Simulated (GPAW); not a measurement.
Write an ASE script for GPAW 26.7.0 that does the following.

```yaml
Task: single point
Functional: PBE
Potentials_or_basis: GPAW PAW data sets (gpaw-data 1.2.1)
Cutoff: 600 eV
Basis: pw
k_mesh: 12 × 12 × 12
Occupations: fermi-dirac, width 0.05 eV
Spin: no spin polarisation
Maxiter: 150
```

Zn:

```
CELL_PARAMETERS angstrom
-0.03930 1.96478 1.96478
1.96478 -0.03930 1.96478
1.92548 1.92548 0.00000
ATOMIC_POSITIONS crystal
Zn 0.00000 0.00000 0.00000
```

The cell isn't the ideal one: strain = -0.04.

One way to write it, as run:

run.py

```python
from ase import Atoms
from ase.dft.bandgap import bandgap
from ase.io import write
from ase.units import GPa
from gpaw import GPAW, PW

atoms = Atoms(['Zn'],
              cell=[[-0.03929552, 1.964776, 1.964776],
                    [1.964776, -0.03929552, 1.964776],
                    [1.92548048, 1.92548048, 0.0]],
              scaled_positions=[[0.0, 0.0, 0.0]],
              pbc=True)

calc = GPAW(mode=PW(600),
            xc='PBE',
            kpts={'size': (12, 12, 12), 'gamma': True},
            occupations={'name': 'fermi-dirac', 'width': 0.05},
            nbands=13,
            convergence={'density': 1e-05, 'energy': 1e-05},
            maxiter=150,
            txt='gpaw.txt')
atoms.calc = calc
energy = atoms.get_potential_energy()
forces = atoms.get_forces()
stress = atoms.get_stress()
calc.write('gs.gpw')
write('result.traj', atoms)
print(f'Energy: {energy:.6f} eV')
print('Forces (eV/A):')
print(forces.round(4))
print('Stress (GPa):', (stress / GPa).round(3))
print('Fermi level:', round(calc.get_fermi_level(), 4), 'eV')
print(f'Gap: {bandgap(calc)[0]:.4f} eV, direct: {bandgap(calc, direct=True)[0]:.4f} eV')
```

Potentials or basis: GPAW PAW data sets (gpaw-data 1.2.1), pw.

The run is started by

```console
$ OMP_NUM_THREADS=1 python run.py
```

It gave:

```json
{
 "Pressure": "-0.4 GPa",
 "Band gap on the k mesh": "none (metal or under the smearing width)"
}
```

Caveat: the density grid can change from cell to cell, which puts small steps into energies and stress.

Run time: 26 s on 1 thread of Arm Neoverse V2, on a shared host, peak memory 0.17 GiB.
